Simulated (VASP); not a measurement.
# Pt (Im-3m) in VASP: settings compared

The runs below take Pt through single point, with HSE06, PBE.

All numbers are computed with VASP 6.6.1; they aren't measurements. Logs are shortened: lines on timing, memory, paths and dates and some standing lists are left out, and cuts for length are marked.

### 1 The structure

The structure is cubic, space group Im-3m (No. 229). Conventional cell: a = 3.165 Å, b = 3.165 Å, c = 3.165 Å, α = 90.00°, β = 90.00°, γ = 90.00°. Pt (site symmetry m-3m) is surrounded by 8 Pt at 2.74 Å.

This isn't the form of Pt at room conditions, which is fcc.

### 2 Single point, HSE06

POSCAR reads:

```
Pt
1.0
   -1.5824832640      1.5824832640      1.5824832640
    1.5824832640     -1.5824832640      1.5824832640
    1.5824832640      1.5824832640     -1.5824832640
Pt
1
Direct
    0.0000000000      0.0000000000      0.0000000000
```

INCAR.step1 reads:

```
SYSTEM = Pt
PREC = Accurate
ENCUT = 520
EDIFF = 1E-5
ISMEAR = -1
SIGMA = 0.1
LREAL = .FALSE.
LASPH = .TRUE.
NELM = 80
ALGO = Normal
ISIF = 2
LWAVE = .TRUE.
LCHARG = .FALSE.
NBANDS = 11
GGA = PE
```

INCAR.step2 reads:

```
SYSTEM = Pt
PREC = Accurate
ENCUT = 520
EDIFF = 1E-6
ISMEAR = -1
SIGMA = 0.1
LREAL = .FALSE.
LASPH = .TRUE.
NELM = 80
ALGO = Normal
ISIF = 2
LWAVE = .FALSE.
LCHARG = .FALSE.
GGA = PE
LHFCALC = .TRUE.
HFSCREEN = 0.2079
PRECFOCK = Normal
NBANDS = 11
ISTART = 1
```

KPOINTS reads:

```
regular mesh
0
G
  7 7 7
  0 0 0
```

Potentials or basis: VASP PAW PBE potentials, release 64 (Pt).

Launch:

```sh
$ cat potpaw_PBE.64/Pt/POTCAR > POTCAR
$ cp INCAR.step1 INCAR
$ mpirun -np 1 vasp_std > vasp.out
$ cp INCAR.step2 INCAR
$ mpirun -np 1 vasp_std > vasp.out
```

OUTCAR:

```text
SYSTEM = Pt
   PREC = Accurate
   ENCUT = 520
   EDIFF = 1E-6
   ISMEAR = -1
   LREAL = .FALSE.
   LASPH = .TRUE.
   NELM = 80
   ISIF = 2
   GGA = PE
   LHFCALC = .TRUE.
   HFSCREEN = 0.2079
   PRECFOCK = Normal
   ISTART = 1

 ion  position               nearest neighbor table
   1  0.000  0.000  0.000-

  LATTYP: Found a body centered cubic cell.
 ALAT       =     3.1649665280

  Lattice vectors:

 A1 = (  -1.5824832640,   1.5824832640,   1.5824832640)
 A2 = (   1.5824832640,  -1.5824832640,   1.5824832640)
 A3 = (   1.5824832640,   1.5824832640,  -1.5824832640)

Analysis of symmetry for initial positions (statically):
=====================================================================
 Subroutine PRICEL returns:
 Original cell was already a primitive cell.

 Routine SETGRP: Setting up the symmetry group for a
 body centered cubic supercell.

 Subroutine GETGRP returns: Found 48 space group operations
 (whereof 48 operations were pure point group operations)
 out of a pool of 48 trial point group operations.

The static configuration has the point symmetry O_h .

Analysis of symmetry for dynamics (positions and initial velocities):
=====================================================================
 Subroutine PRICEL returns:
 Original cell was already a primitive cell.

 Routine SETGRP: Setting up the symmetry group for a
 body centered cubic supercell.

 Subroutine GETGRP returns: Found 48 space group operations
 (whereof 48 operations were pure point group operations)
 out of a pool of 48 trial point group operations.

The dynamic configuration has the point symmetry O_h .

 Subroutine INISYM returns: Found 48 space group operations
 (whereof 48 operations are pure point group operations),
 and found     1 'primitive' translations

----------------------------------------------------------------------------------------

                                     Primitive cell

  volume of cell :      15.8518

  direct lattice vectors                    reciprocal lattice vectors
    -1.582483264  1.582483264  1.582483264     0.000000000  0.315959108  0.315959108
     1.582483264 -1.582483264  1.582483264     0.315959108  0.000000000  0.315959108
     1.582483264  1.582483264 -1.582483264     0.315959108  0.315959108  0.000000000

  length of vectors
     2.740941415  2.740941415  2.740941415     0.446833655  0.446833655  0.446833655

  position of ions in fractional coordinates (direct lattice)
     0.000000000  0.000000000  0.000000000

  ion indices of the primitive-cell ions
   primitive index   ion index
                 1           1

----------------------------------------------------------------------------------------

 KPOINTS: regular mesh

Automatic generation of k-mesh.
 Grid dimensions read from file:
 generate k-points for:    7    7    7

 Generating k-lattice:

  Cartesian coordinates                     Fractional coordinates (reciprocal lattice)
     0.000000000  0.045137015  0.045137015     0.142857143  0.000000000  0.000000000
     0.045137015  0.000000000  0.045137015     0.000000000  0.142857143  0.000000000
     0.045137015  0.045137015  0.000000000     0.000000000  0.000000000  0.142857143

  Length of vectors
     0.063833379  0.063833379  0.063833379

  Shift w.r.t. Gamma in fractional coordinates (k-lattice)
     0.000000000  0.000000000  0.000000000

 Subroutine IBZKPT returns following result:
 ===========================================

 Found     20 irreducible k-points:

 Following reciprocal coordinates:
            Coordinates               Weight
  0.000000  0.000000  0.000000      1.000000
  0.142857  0.000000  0.000000     12.000000
  0.285714  0.000000  0.000000     12.000000
  0.428571  0.000000  0.000000     12.000000
  0.142857  0.142857  0.000000     24.000000
  0.285714  0.142857  0.000000     48.000000
[... 12 lines left out ...]
 -0.428571 -0.428571  0.285714      8.000000
 -0.428571  0.428571  0.428571      6.000000
   k-points           NKPTS =     20   k-points in BZ     NKDIM =    343   number of bands    NBANDS=     11
   number of dos      NEDOS =    301   number of ions     NIONS =      1
   total plane-waves  NPLWV =   8000
   dimension x,y,z NGX =    20 NGY =   20 NGZ =   20
   dimension x,y,z NGXF=    40 NGYF=   40 NGZF=   40
   ions per type =               1
   NGX,Y,Z   is equivalent  to a cutoff of  12.13, 12.13, 12.13 a.u.
   NGXF,Y,Z  is equivalent  to a cutoff of  24.26, 24.26, 24.26 a.u.
 SYSTEM =  Pt
   PREC   = accura    normal or accurate (medium, high low for compatibility)
   ISTART =      1    job   : 0-new  1-cont  2-samecut
   ICHARG =      0    charge: 1-file 2-atom 10-const
   ISPIN  =      1    spin polarized calculation?
   LNONCOLLINEAR =      F non collinear calculations
   LSORBIT =      F    spin-orbit coupling
   LASPH  =      T    aspherical Exc in radial PAW
   ENCUT  =  520.0 eV  38.22 Ry    6.18 a.u.   5.10  5.10  5.10*2*pi/ulx,y,z
   NELM   =     80;   NELMIN=  2; NELMDL=  0     # of ELM steps
   EDIFF  = 0.1E-05   stopping-criterion for ELM
   LREAL  =      F    real-space projection
   EDIFFG = 0.1E-04   stopping-criterion for IOM
   NSW    =      0    number of steps for IOM
   IBRION =     -1    ionic relax: 0-MD 1-quasi-New 2-CG
   NFREE  =      0    steps in history (QN), initial steepest desc. (CG)
   ISIF   =      2    stress and relaxation
   ISYM   =      3    0-nonsym 1-usesym 2-fastsym
   POTIM  = 0.5000    time-step for ionic-motion
   TEBEG  =    0.0;   TEEND  =   0.0 temperature during run
   PSTRESS=    0.0 pullay stress
   NELECT =      10.0000    total number of electrons
   NUPDOWN=      -1.0000    fix difference up-down
   EMIN   =  10.00;   EMAX   =-10.00  energy-range for DOS
   EFERMI =   0.00;   METHOD = LEGACY
   ISMEAR =    -1;   SIGMA  =   0.10  broadening in eV -4-tet -1-fermi 0-gaus
   EFERMI_NEDOS =   21; number of points for ismear=-14 and -15
   IALGO  =     38    algorithm
   IMIX   =      1    mixing-type and parameters
     AMIX     =   0.40;   BMIX     =  1.00
     AMIX_MAG =   1.60;   BMIX_MAG =  1.00
  volume/ion in A,a.u.               =      15.85       106.97
  Fermi-wavevector in a.u.,A,eV,Ry     =   1.404049  2.653269 26.821908  1.971355
  Thomas-Fermi vector in A             =   2.526650
   LORBIT       =      0    0 simple, 1 ext, 2 COOP (PROOUT), +10 PAW based schemes
   GGA     = PE    functional components
   LHFCALC =     T    Hartree Fock is set to
   PRECFOCK=normal    Normal, Fast or Accurate (Low or Medium for compatibility)
   ENCUT4O =  -1.0   cutoff for four orbital integrals eV
   NKREDX  =     1    reduce k-point grid by
   NKREDY  =     1    reduce k-point grid by
   NKREDZ  =     1    reduce k-point grid by
   AEXX    =    0.2500 exact exchange contribution
   HFSCREEN=    0.2079 screening length (either q_TF or 0.3 A-1)
   HFSCREENC=   0.2079 screening length for correlation (either q_TF or 0.3 A-1)
   ENCUTFOCK=  -1.0 apply spherical cutoff to Coloumb kernel
   IVDW    =     0    specifies the selected vdW correction
   LEPSILON=     F    determine dielectric tensor
   LRPA    =     F    only Hartree local field effects (RPA)
 non-spin polarized calculation
  energy-cutoff  :      520.00
  volume of cell :       15.85
 maximum number of plane-waves:       438
  NGX = 16; NGY = 16; NGZ = 16

 number of electron      10.0000000 magnetization

 Free energy of the ion-electron system (eV)
  ---------------------------------------------------
  ext. energy  EPLUGINS =         0.00000000
  ---------------------------------------------------
  free energy    TOTEN  =        -6.91140685 eV

  energy without entropy =       -6.89112495  energy(sigma->0) =       -6.90126590

 E-fermi :   9.6349     XC(G=0): -10.7411

 val. band max:        9.5804201249   @ k =  -0.4286  -0.4286   0.2857
 cond. band min:       9.7416182722   @ k =  -0.4286  -0.4286   0.1429
 fundamental gap:      0.1611981473
 Fermi energy:         9.6348845614

 k-point     1 :       0.0000    0.0000    0.0000
  band No.  band energies     occupation
      1      -0.6335      2.00000
      2       5.5196      2.00000
      3       5.5196      2.00000
      4       5.5196      2.00000
      5       7.8266      2.00000
      6       7.8266      2.00000
      7      28.0815      0.00000
      8      28.0815      0.00000
      9      28.0815      0.00000
     10      38.2869      0.00000
     11      38.2869      0.00000

 k-point     2 :       0.1429    0.0000    0.0000
  band No.  band energies     occupation
      1       0.2571      2.00000
      2       5.1943      2.00000
      3       5.5195      2.00000
      4       6.2810      2.00000
      5       7.5195      2.00000
      6       7.8682      2.00000
      7      28.2065      0.00000
      8      28.2319      0.00000
      9      29.3080      0.00000
     10      34.2053      0.00000
     11      34.3761      0.00000

 k-point     3 :       0.2857    0.0000    0.0000
  band No.  band energies     occupation
      1       1.9959      2.00000
      2       4.5268      2.00000
      3       5.9537      2.00000
      4       7.5589      2.00000
      5       8.0218      2.00000
      6       8.3148      2.00000
      7      23.9853      0.00000
      8      26.3547      0.00000
      9      31.5625      0.00000
     10      32.4293      0.00000
     11      34.1461      0.00000

 k-point     4 :       0.4286    0.0000    0.0000
  band No.  band energies     occupation
      1       2.2699      2.00000
      2       4.0427      2.00000
      3       7.6618      2.00000
      4       8.2127      2.00000
      5       9.1800      1.97905
      6      10.4719      0.00046
      7      18.2706      0.00000
      8      24.3888      0.00000
      9      27.5276      0.00000
     10      35.2949      0.00000
     11      35.6760      0.00000

 k-point     5 :       0.1429    0.1429    0.0000
  band No.  band energies     occupation
      1       1.7394      2.00000
      2       4.9702      2.00000
      3       5.0371      2.00000
      4       7.2662      2.00000
      5       7.9460      2.00000
      6       8.1299      2.00000
      7      26.4709      0.00000
      8      27.1002      0.00000
      9      30.2344      0.00000
     10      30.4880      0.00000
     11      34.5786      0.00000
[... 155 lines left out ...]
 k-point    17 :      -0.2857    0.2857    0.2857
  band No.  band energies     occupation
      1       3.7576      2.00000
      2       4.2728      2.00000
      3       6.8716      2.00000
      4       6.8716      2.00000
      5       8.1723      2.00000
      6      10.2372      0.00483
      7      25.3071      0.00000
      8      25.7499      0.00000
      9      25.7499      0.00000
     10      28.8890      0.00000
     11      38.2766      0.00000

 k-point    18 :      -0.4286    0.4286    0.2857
  band No.  band energies     occupation
      1       3.3850      2.00000
      2       3.7962      2.00000
      3       7.0091      2.00000
      4       7.5471      2.00000
      5      10.0382      0.03480
      6      13.8164      0.00000
      7      19.6157      0.00000
      8      22.6441      0.00000
      9      27.1115      0.00000
     10      30.0576      0.00000
     11      33.9169      0.00000

 k-point    19 :      -0.4286   -0.4286    0.2857
  band No.  band energies     occupation
      1       3.2432      2.00000
      2       3.2433      2.00000
      3       7.0905      2.00000
      4       9.5804      1.26584
      5       9.5804      1.26578
      6      17.5299      0.00000
      7      18.4680      0.00000
      8      18.4680      0.00000
      9      29.3538      0.00000
     10      30.1030      0.00000
     11      30.1030      0.00000

 k-point    20 :      -0.4286    0.4286    0.4286
  band No.  band energies     occupation
      1       2.7204      2.00000
      2       2.8058      2.00000
      3       9.4539      1.71878
      4       9.4539      1.71874
      5       9.9250      0.10424
      6      16.1677      0.00000
      7      19.4699      0.00000
      8      19.4699      0.00000
      9      25.5462      0.00000
     10      29.7936      0.00000
     11      30.3469      0.00000

------------------------ aborting loop because EDIFF is reached ----------------------------------------

  FORCE on cell =-STRESS in cart. coord.  units (eV):
  Direction    XX          YY          ZZ          XY          YZ          ZX
  --------------------------------------------------------------------------------------
  -------------------------------------------------------------------------------------
  Total       -0.9707734     -0.9707734     -0.9707734      0.0000000     -0.0000000      0.0000000
  in kB      -98.1185430    -98.1185430    -98.1185430      0.0000000     -0.0000000      0.0000000
  external PRESSURE =     -98.1185430 kB  Pullay stress =       0.0000000 kB

 VOLUME and BASIS-vectors are now :
 -----------------------------------------------------------------------------
  energy-cutoff  :      520.00
  volume of cell :       15.85
      direct lattice vectors                 reciprocal lattice vectors
    -1.582483264  1.582483264  1.582483264     0.000000000  0.315959108  0.315959108
     1.582483264 -1.582483264  1.582483264     0.315959108  0.000000000  0.315959108
     1.582483264  1.582483264 -1.582483264     0.315959108  0.315959108  0.000000000

 POSITION                                       TOTAL-FORCE (eV/Angst)
 -----------------------------------------------------------------------------------
      0.00000      0.00000      0.00000         0.000000     -0.000000      0.000000
 -----------------------------------------------------------------------------------
    total drift:                                0.000047      0.000002      0.000003

  FREE ENERGIE OF THE ION-ELECTRON SYSTEM (eV)
  ---------------------------------------------------
  free  energy   TOTEN  =        -6.9114068482 eV

  energy  without entropy=       -6.8911249529  energy(sigma->0) =       -6.90126590
```

Run time: 9 min. Hardware: 1 thread of Intel Xeon Platinum 8488C (Sapphire Rapids), shared host; peak memory 0.23 GiB.

What came out:

```yaml
Free_energy: -6.9114 eV
Pressure: -9.8 GPa
Band_gap_on_the_k_mesh: none (metal or under the smearing width)
```

Caveat: the k mesh is coarse (spacing up to 0.40 Å⁻¹), so the values aren't converged, least of all with exact exchange; the PAW data sets were made with another functional, which shifts forces and pressure a little. The run has no spin-orbit coupling, so splittings on Pt are missing.

### 3 Single point, PBE

INCAR reads:

```
SYSTEM = Pt
PREC = Accurate ; ENCUT = 520
EDIFF = 1E-6 ; ISMEAR = -1
SIGMA = 0.1 ; LREAL = .False.
LASPH = .True. ; NELM = 100
ALGO = Normal ; ISIF = 2
LWAVE = .False. ; LCHARG = .True.
GGA = PE ; LELF = .True.
LVHAR = .True. ; NBANDS = 11
```

KPOINTS reads:

```
regular mesh
0
Gamma
  7 7 7
  0 0 0
```

POSCAR is that of step 2.

Potentials or basis: VASP PAW PBE potentials, release 64 (Pt).

Launch:

```sh
$ cat potpaw_PBE.64/Pt/POTCAR > POTCAR
$ mpirun -np 1 vasp_std > vasp.out
```

Run time: 6.1 s. Hardware: 1 thread of Intel Xeon Platinum 8488C (Sapphire Rapids), shared host; peak memory 0.12 GiB.

It converged, with:

```
Free energy            : -6.0484 eV
Pressure               : -1.6 GPa
Band gap on the k mesh : none (metal or under the smearing width)
```

Levels at points of the mesh, in eV from the Fermi level:
```tsv
k point	band 2	band 3	band 4	band 5	band 6	band 7	band 8	band 9
(0.00, 0.00, 0.00)	-3.52	-3.52	-3.52	-1.05	-1.05	17.06	17.06	17.06
```

Caveat: the k mesh is coarse (spacing up to 0.40 Å⁻¹), so the values aren't converged. Spin-orbit coupling is left out, which matters for the levels of Pt.
